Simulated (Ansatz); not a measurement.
The system is Si.

```
CELL_PARAMETERS angstrom
0.00000 2.72185 2.72185
2.72185 0.00000 2.72185
2.72185 2.72185 0.00000
ATOMIC_POSITIONS crystal
Si 0.50000 0.50000 0.50000
Si 0.75000 0.75000 0.75000
```

Base run:

```yaml
Program: Ansatz 0.2.0
Functional: RPBE
Potentials_or_basis: all-electron LAPW, scalar-relativistic
Cutoff: 217 eV
Density_cutoff: 870 eV
Basis_error_allowed: 0.001 eV/atom
k_mesh: 8 × 8 × 8
Occupations: fermi-dirac, width 0.05 eV
Spin: no spin polarisation
```

Its results: band gap on the k mesh 0.69 eV, indirect (least direct gap 2.57 eV); pressure 2.9 GPa.

The run is repeated on the same cell with these changes: functional from RPBE to PBE. What comes out?

Band gap on the k mesh 0.63 eV, indirect (least direct gap 2.56 eV); pressure 1.3 GPa.

PBE binds more tightly than RPBE, so the same cell stands under less pressure.

A k mesh can miss the band edges.

Not every run made on this cell is shown here.
